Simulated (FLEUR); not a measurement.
# CaSe under changes of volume

One of the cells (25.829 Å³/atom); the others are scaled copies at fixed shape and fractional positions:

```
CELL_PARAMETERS angstrom
0.00000 2.95600 2.95600
2.95600 0.00000 2.95600
2.95600 2.95600 0.00000
ATOMIC_POSITIONS crystal
Se 0.50000 0.50000 0.50000
Ca 0.00000 0.00000 0.00000
```

- Program: FLEUR MaX-R8.1 (later development tree)
- Functional: PBE
- Potentials or basis: all-electron
- Basis: FLAPW
- Kmax: 3.8 1/bohr
- k mesh: 8 × 8 × 8
- Occupations: fermi-dirac, width 0.05 eV
- Spin: no spin polarisation

```csv
volume (Å³/atom),energy over the lowest point (meV/atom),gap on the mesh (eV)
24.280,30.35,1.87
24.796,16.87,1.93
25.313,?,?
25.829,2.13,2.03
26.346,0.00,2.07
26.863,0.98,2.12
27.379,4.71,2.16
```

Problem. What does the run at 25.313 Å³/atom give?

Solution. Energy over the lowest point 7.68 meV/atom; gap on the mesh 1.98 eV.

Worked out: A Birch-Murnaghan fit of order 3 (a polynomial in V^(-2/3)) to the other rows has its minimum at 26.43 Å³/atom with B0 = V·E''(V) = 48 GPa and B' = 4.4. It gives 7.60 meV/atom at 25.313 Å³/atom, against the run's 7.68. A straight line through the other rows of the gap, of slope 2.4 eV per unit of ln V, gives 1.98 eV, against the run's 1.98.

Energies are extrapolated to zero smearing.

A mesh can miss the band edges. Spin-orbit coupling on Se is left out.
